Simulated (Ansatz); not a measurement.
**CuO: energy and pressure over a range of volumes**

Aim: scale the cell of CuO up and down at fixed shape and fractional positions, and get the equilibrium volume and bulk modulus with LAPW, PAW and all-electron datasets made for the crystal.

Computed with Ansatz 0.2.0 (DFT PBE, scalar-relativistic, unless a step's input says otherwise).

2 further runs of the same task are left out: 2 that didn't finish.

**1. The structure to begin with**

It takes space group Pm-3m (No. 221, cubic). The conventional cell has a = 2.637 Å, b = 2.637 Å, c = 2.637 Å, α = 90.00°, β = 90.00°, γ = 90.00°. Cu (site symmetry m-3m) is surrounded by 8 O at 2.28 Å. O (site symmetry m-3m) is surrounded by 8 Cu at 2.28 Å.

Structure file:

```
Cu O
1.0
     2.63683    0.00000    0.00000
     0.00000    2.63683    0.00000
     0.00000    0.00000    2.63683
Cu O
1 1
Direct
  0.00000 0.00000 0.00000
  0.50000 0.50000 0.50000
```

The cell was relaxed by PAW from a hypothetical start (CsCl type); it needn't be the stable phase of this composition.

Atoms are numbered in the order of the input: Cu1, O2.

**2. Volume × 0.9405, LAPW**

The input, input.yaml:

```yaml
crystal:
  lattice:
    - [2.5834631051, 0.0, 0.0]
    - [0.0, 2.5834631051, 0.0]
    - [0.0, 0.0, 2.5834631051]
  atoms:
    - { symbol: Cu, position: [0.0, 0.0, 0.0] }
    - { symbol: O, position: [0.5, 0.5, 0.5] }
kpoints:
  mp_grid: { grid: [12, 12, 12] }
scf:
  occupations: { method: fermi_dirac, width: 0.08 }
hamiltonian:
  xc: pbe
  pseudopotentials: { kind: all_electron, lapw: { basis_error: 0.00025 } }
output:
  forces: true
  stress: true
  eigenvalues: true
```

Command:

```bash
ansatz run input.yaml --threads 1 --pin off --max-ram 2048MiB --backend cpu --events-out ev --progress --plain --runs-dir out
```

The program printed, shortened:

```text
LAPW: plane waves up to 9.976 Å⁻¹, error target 2.5e-4 eV per atom; small_component_spin mean_spin; O in spheres of 1.017 Å, 8 of its electrons in bands, Dirac shells []; Cu in spheres of 1.220 Å, 19 of its electrons in bands, Dirac shells []
[...]
Pseudopotentials: kind: all_electron
Pseudopotential: Cu, LAPW, valence charge 19, Koelling and Harmon's equation, gaussian nucleus
Pseudopotential: O, LAPW, valence charge 8, Koelling and Harmon's equation, gaussian nucleus
Functional definition: PBE
[...]
Crystal: 2 atoms, lattice volume = 17.243 Å³
Basis set: ecut = 379.15353026630396 eV, 257 PW (Γ), exchange–correlation at level 2
Bands: 18, of which v1, the nominal top of the filled ones, is band 14 counted from 1 (13 counted from 0)
Symmetry: 48 space group operations
Space group: Pm-3m (ITA 221), of the structure as read, at distance tolerance 2.6e-5 Å
k-points: 84 of 1728
[...]
SCF iter   1: F=—  HF=-47083.111792 eV  |F-HF|=—  |Δ(HF+E_count)|=         —  Δρ=1.53e-1  dr2=5.00e0  ethr=1.85e-2  ⟨swp⟩=2.0  Hψ=9887  notcnv=0
[...]
the basis was enlarged: its passes take 991.3 KiB over the memory plan, 1 of 1 planned eigensolver slots
[...]
SCF iter  10: F=-47080.051663 eV  HF=-47080.051663 eV  |F-HF|=2.42e-8  |Δ(HF+E_count)|=   5.03e-8  Δρ=5.20e-6  dr2=5.70e-9  ethr=2.01e-9  ⟨swp⟩=2.0  Hψ=4218  notcnv=0
[...]
SCF converged after 10 iterations
Free energy (F): -47080.051663 eV
[...]
E sigma→0 (E₀):  -47080.022760 eV
Entropy (-TS):   -0.057807 eV (-28.903 meV/atom)
Fermi energy:    14.765051 eV
[...]
--- Forces (eV/Å), atoms counted from 1 ---
  atom   1  Cu    -0.00000000    -0.00000000     0.00000000
  atom   2  O      0.00000000    -0.00000000     0.00000000
[...]
--- Stress (GPa, compression-positive) ---
       12.121953       0.000000       0.000000
        0.000000      12.121953       0.000000
        0.000000       0.000000      12.121953
  P = ⅓ Tr σ = 12.1220 GPa (121.220 kbar)
--- Band table (eV; the first three rows and the last of 84) ---
  k-point 0: bands = ["-491.4525", "-97.4427", "-54.8078", "-54.8078", "-54.8078", "-5.0502", "11.2612", "11.2612", "12.7435", "12.7435", "12.7435", "13.1034", "13.1034", "13.1034", "15.7677", "30.7309", "30.7309", "35.1825"]
[...]
```

It took 17 s on 1 thread of Arm Neoverse V2, shared host; peak memory 0.41 GiB.

Result: pressure 12.12 GPa; no gap.

**3. Volume × 0.9405, PAW**

input.yaml: that of step 2 with these lines changed.

```diff
@@ -14,3 +14,3 @@
   xc: pbe
-  pseudopotentials: { kind: all_electron, lapw: { basis_error: 0.00025 } }
+  pseudopotentials: { kind: paw }
 output:
@@ -19 +19,6 @@
   eigenvalues: true
+  efg: { contact_densities: true }
+  write_density: true
+  write_potential: true
+  elf: true
+  volumetric_format: npy
```

Command:

```bash
ansatz run input.yaml --threads 1 --pin off --max-ram 2048MiB --backend cpu --events-out ev --progress --plain --runs-dir out
```

The program printed, shortened:

```text
[...]
Pseudopotentials: kind: paw
Pseudopotential: Cu, paw, valence charge 19, recommended cutoff 420 eV (normal)
Pseudopotential: O, paw, valence charge 6, recommended cutoff 420 eV (normal)
[... 1 set-up line as earlier in the session ...]
[...]
Crystal: 2 atoms, lattice volume = 17.243 Å³
Basis set: ecut = 420 eV, 341 PW (Γ), exchange–correlation on 36×36×36 points (8 copies of the dense FFT grid, shifted against one another)
Bands: 17, of which v1, the nominal top of the filled ones, is band 13 counted from 1 (12 counted from 0)
[... 2 set-up lines as earlier in the session ...]
k-points: 84 of 1728
[...]
SCF iter   1: F=—  HF=-7189.985907 eV  |F-HF|=—  |Δ(HF+E_count)|=         —  Δρ=8.29e-3  dr2=8.86e-3  ethr=1.77e-3  ⟨swp⟩=4.8  Hψ=6000  notcnv=0
[...]
  atom   1  Cu    -0.00000000     0.00000000     0.00000000
  atom   2  O      0.00000000     0.00000000     0.00000000
[...]
--- Stress (GPa, compression-positive) ---
       12.157006      -0.000000       0.000000
        0.000000      12.157006       0.000000
        0.000000       0.000000      12.157006
  P = ⅓ Tr σ = 12.1570 GPa (121.570 kbar)
--- PAW observables at the nuclei: V_zz in 10²¹ V/m², potentials from the cell's mean, atoms counted from 1 ---
  atom   1  Cu V_zz =    +0.000000   η = 0.0000   by run symmetry: forbidden
            electrostatic potential = -3760.333361 V   contact ρ = 147541.413919 e/Å³
  atom   2  O  V_zz =    -0.000000   η = 0.0000   by run symmetry: forbidden
            electrostatic potential = -628.584271 V   contact ρ = 2162.568094 e/Å³
--- Band table (eV; the first three rows and the last of 84) ---
  k-point 0: bands = ["-97.3835", "-54.7476", "-54.7476", "-54.7476", "-4.9954", "11.3208", "11.3208", "12.8031", "12.8031", "12.8031", "13.1616", "13.1616", "13.1616", "15.8235", "30.7980", "30.7980", "35.1612"]
[...]
```

Run time: 2.9 s. Hardware: 1 thread of Arm Neoverse V2, shared host; peak memory 0.34 GiB.

This run gives: pressure 12.16 GPa; no gap.

**4. Volume × 0.9405, crystal datasets**

input.yaml: that of step 3 with these lines changed.

```diff
@@ -14,3 +14,3 @@
   xc: pbe
-  pseudopotentials: { kind: paw }
+  pseudopotentials: { kind: all_electron, datasets: crystal }
 output:
@@ -20,5 +20 @@
   efg: { contact_densities: true }
-  write_density: true
-  write_potential: true
-  elf: true
-  volumetric_format: npy
```

Command:

```bash
ansatz run input.yaml --threads 1 --pin off --max-ram 2048MiB --backend cpu --events-out ev --progress --plain --runs-dir out
```

The program printed, shortened:

```text
[...]
[... 1 set-up line as earlier in the session ...]
Pseudopotential: Cu, paw, valence charge 19, recommended cutoff 380 eV (normal), Koelling and Harmon's equation, gaussian nucleus
Pseudopotential: O, paw, valence charge 6, recommended cutoff 380 eV (normal), Koelling and Harmon's equation, gaussian nucleus
[... 1 set-up line as earlier in the session ...]
[...]
Crystal: 2 atoms, lattice volume = 17.243 Å³
Basis set: ecut = 380 eV, 257 PW (Γ), exchange–correlation on 36×36×36 points (8 copies of the dense FFT grid, shifted against one another)
Bands: 13, of which v1, the nominal top of the filled ones, is band 9 counted from 1 (8 counted from 0)
[... 2 set-up lines as earlier in the session ...]
k-points: 84 of 1728
[...]
  atom   1  Cu    -0.00000000     0.00000000     0.00000000
  atom   2  O      0.00000000    -0.00000000     0.00000000
[...]
--- Stress (GPa, compression-positive) ---
       12.123504       0.000000       0.000000
        0.000000      12.123504       0.000000
        0.000000       0.000000      12.123504
  P = ⅓ Tr σ = 12.1235 GPa (121.235 kbar)
  It holds what live shells' own plane waves past their cutoff add
--- PAW observables at the nuclei: V_zz in 10²¹ V/m², potentials from the cell's mean, atoms counted from 1 ---
  atom   1  Cu V_zz =    +0.000000   η = 0.0000   by run symmetry: forbidden
            electrostatic potential = -3760.188748 V   contact ρ = 147613.061504 e/Å³
  atom   2  O  V_zz =    +0.000000   η = 0.0000   by run symmetry: forbidden
            electrostatic potential = -628.613365 V   contact ρ = 2163.096948 e/Å³
--- Band table (eV; the first three rows and the last of 84) ---
  k-point 0: bands = ["-5.0501", "11.2612", "11.2612", "12.7436", "12.7436", "12.7436", "13.1034", "13.1034", "13.1034", "15.7677", "30.7308"]
[...]
```

Run time: 7.5 s. Hardware: 1 thread of Arm Neoverse V2, shared host; peak memory 0.49 GiB.

Read from it: pressure 12.12 GPa; no gap.

**5. Volume × 0.98, LAPW**

The input, input.yaml:

```yaml
crystal:
  lattice:
    - [2.619135833, 0.0, 0.0]
    - [0.0, 2.619135833, 0.0]
    - [0.0, 0.0, 2.619135833]
  atoms:
    - { symbol: Cu, position: [0.0, 0.0, 0.0] }
    - { symbol: O, position: [0.5, 0.5, 0.5] }
kpoints:
  mp_grid: { grid: [12, 12, 12] }
scf:
  occupations: { method: fermi_dirac, width: 0.08 }
hamiltonian:
  xc: pbe
  pseudopotentials: { kind: all_electron, lapw: { basis_error: 0.00025 } }
output:
  forces: true
  stress: true
  eigenvalues: true
```

Command:

```bash
ansatz run input.yaml --threads 1 --pin off --max-ram 2048MiB --backend cpu --events-out ev --progress --plain --runs-dir out
```

The program printed, shortened:

```text
LAPW: plane waves up to 9.828 Å⁻¹, error target 2.5e-4 eV per atom; small_component_spin mean_spin; O in spheres of 1.032 Å, 8 of its electrons in bands, Dirac shells []; Cu in spheres of 1.236 Å, 19 of its electrons in bands, Dirac shells []
[...]
[... 4 set-up lines as earlier in the session ...]
[...]
Crystal: 2 atoms, lattice volume = 17.967 Å³
Basis set: ecut = 368.0252646119253 eV, 257 PW (Γ), exchange–correlation at level 2
Bands: 18, of which v1, the nominal top of the filled ones, is band 14 counted from 1 (13 counted from 0)
[... 2 set-up lines as earlier in the session ...]
k-points: 84 of 1728
[...]
SCF iter   9: F=-47080.086479 eV  HF=-47080.086479 eV  |F-HF|=3.09e-9  |Δ(HF+E_count)|=   5.50e-6  Δρ=8.49e-6  dr2=6.25e-9  ethr=4.04e-8  ⟨swp⟩=2.0  Hψ=4264  notcnv=0
[...]
SCF converged after 9 iterations
Free energy (F): -47080.086479 eV
[...]
E sigma→0 (E₀):  -47080.056184 eV
Entropy (-TS):   -0.060590 eV (-30.295 meV/atom)
Fermi energy:    13.873090 eV
[...]
--- Forces (eV/Å), atoms counted from 1 ---
  atom   1  Cu    -0.00000000     0.00000000    -0.00000000
  atom   2  O      0.00000000    -0.00000000     0.00000000
[...]
--- Stress (GPa, compression-positive) ---
        3.607150       0.000000       0.000000
        0.000000       3.607150       0.000000
        0.000000       0.000000       3.607150
  P = ⅓ Tr σ = 3.6072 GPa (36.072 kbar)
--- Band table (eV; the first three rows and the last of 84) ---
  k-point 0: bands = ["-492.2920", "-98.2301", "-55.5979", "-55.5979", "-55.5979", "-5.5579", "10.5730", "10.5730", "11.9857", "11.9857", "11.9857", "12.2869", "12.2869", "12.2869", "14.6512", "29.6424", "29.6424", "33.7157"]
[...]
```

It took 15 s on 1 thread of Arm Neoverse V2, shared host; peak memory 0.41 GiB.

Read from it: pressure 3.61 GPa; no gap.

**6. Volume × 0.98, PAW**

input.yaml: that of step 5 with these lines changed.

```diff
@@ -14,3 +14,3 @@
   xc: pbe
-  pseudopotentials: { kind: all_electron, lapw: { basis_error: 0.00025 } }
+  pseudopotentials: { kind: paw }
 output:
@@ -19 +19,2 @@
   eigenvalues: true
+  efg: { contact_densities: true }
```

Command:

```bash
ansatz run input.yaml --threads 1 --pin off --max-ram 2048MiB --backend cpu --events-out ev --progress --plain --runs-dir out
```

The program printed, shortened:

```text
[...]
[... 4 set-up lines as earlier in the session ...]
[...]
Crystal: 2 atoms, lattice volume = 17.967 Å³
Basis set: ecut = 420 eV, 365 PW (Γ), exchange–correlation on 36×36×36 points (8 copies of the dense FFT grid, shifted against one another)
Bands: 17, of which v1, the nominal top of the filled ones, is band 13 counted from 1 (12 counted from 0)
[... 2 set-up lines as earlier in the session ...]
k-points: 84 of 1728
[...]
SCF iter   1: F=—  HF=-7190.020362 eV  |F-HF|=—  |Δ(HF+E_count)|=         —  Δρ=6.17e-3  dr2=4.72e-3  ethr=1.77e-3  ⟨swp⟩=4.8  Hψ=6016  notcnv=0
[...]
  atom   1  Cu    -0.00000000     0.00000000    -0.00000000
  atom   2  O      0.00000000    -0.00000000     0.00000000
[...]
--- Stress (GPa, compression-positive) ---
        3.632390       0.000000       0.000000
        0.000000       3.632390       0.000000
        0.000000       0.000000       3.632390
  P = ⅓ Tr σ = 3.6324 GPa (36.324 kbar)
--- PAW observables at the nuclei: V_zz in 10²¹ V/m², potentials from the cell's mean, atoms counted from 1 ---
  atom   1  Cu V_zz =    +0.000000   η = 0.0000   by run symmetry: forbidden
            electrostatic potential = -3759.502535 V   contact ρ = 147540.622833 e/Å³
  atom   2  O  V_zz =    +0.000000   η = 0.0000   by run symmetry: forbidden
            electrostatic potential = -627.744504 V   contact ρ = 2162.746444 e/Å³
--- Band table (eV; the first three rows and the last of 84) ---
  k-point 0: bands = ["-98.1747", "-55.5415", "-55.5415", "-55.5415", "-5.5062", "10.6290", "10.6290", "12.0413", "12.0413", "12.0413", "12.3415", "12.3415", "12.3415", "14.7040", "29.7063", "29.7063", "33.6945"]
[...]
```

Run time: 2.4 s. Hardware: 1 thread of Arm Neoverse V2, shared host; peak memory 0.33 GiB.

Read from it: pressure 3.63 GPa; no gap.

(Part 1 of 2 ends here.)
